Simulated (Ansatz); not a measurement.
# GaP: the cost of one run

Computed with Ansatz 0.2.0 (DFT PBE, scalar-relativistic, plane waves, PAW, unless a step's input says otherwise).

3 further runs of the same task are left out: 3 set aside as unsound or not needed.

### Step 1. Starting point

Symmetry: F-43m, No. 216, cubic system. Conventional cell: a = 5.506 Å, b = 5.506 Å, c = 5.506 Å, α = 90.00°, β = 90.00°, γ = 90.00°. Ga (site symmetry -43m) is surrounded by 4 P at 2.38 Å. P (site symmetry -43m) has 4 Ga at 2.38 Å as nearest neighbours.

Coordinates:

```
Ga P
1.0
     0.00000    2.75304    2.75304
     2.75304    0.00000    2.75304
     2.75304    2.75304    0.00000
Ga P
1 1
Direct
  0.00000 0.00000 0.00000
  0.75000 0.75000 0.75000
```

It is the result of an earlier relaxation at this level (volume 20.87 Å³/atom; gap on the mesh: 1.58 eV).

### Step 2. Relaxing at 20 GPa

At a set pressure the run lowers the enthalpy E + PV, so the energy alone may rise along the way.

File input.yaml:

```yaml
crystal:
  lattice:
    - [0.0, 2.7530369405, 2.7530369405]
    - [2.7530369405, 0.0, 2.7530369405]
    - [2.7530369405, 2.7530369405, 0.0]
  atoms:
    - { symbol: Ga, position: [0.0, 0.0, 0.0] }
    - { symbol: P, position: [0.75, 0.75, 0.75] }
basis:
  ecutwfc: 420
kpoints:
  mp_grid: { grid: [8, 8, 8] }
hamiltonian:
  xc: pbe
scf:
  occupations: { method: fixed }
output:
  forces: true
  stress: true
  eigenvalues: true
relax:
  adjacent_minimum: "off"
  f_tol: 0.001
  max_steps: 60
  cell: { stress_tol: 0.02, p_target: 20.0 }
```

On the command line:

```console
$ ansatz run input.yaml --threads 1 --pin off --max-ram 3072MiB --backend cpu --events-out ev --progress --plain --runs-dir out
```

**Question.** How long does this run take on 1 thread of AMD EPYC 7R43 (Zen 3), shared host, and how much memory does it need?

About 11 s, with a peak of 0.36 GiB.
